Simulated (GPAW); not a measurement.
# SnTe in GPAW: the effect of potentials

SnTe:

```
Te Sn
1.0
     0.00000    3.15085    3.15085
     3.15085    0.00000    3.15085
     3.15085    3.15085    0.00000
Te Sn
1 1
Cartesian
  3.1509 3.1509 3.1509
  0.0000 0.0000 0.0000
```

Alike in all runs:

- Program: GPAW 26.7.0
- Task: band structure
- Functional: PBE
- Cutoff: 600 eV
- Basis: pw
- k mesh: 7 × 7 × 7
- Occupations: fermi-dirac, width 0.05 eV
- Spin: no spin polarisation

```csv
potentials,pressure (GPa)
GPAW stock,1.9
"GPAW stock, other valence",?
PAW data sets made by gpaw-setup for the functional,1.9
JTH PAW 2.0,2.1
```

Problem. What does the run with potentials GPAW stock, other valence give?

Solution. Pressure 0.8 GPa.

Caveats: the program truncates these outside data sets (some runs).

The runs don't all hold the same shells in valence.
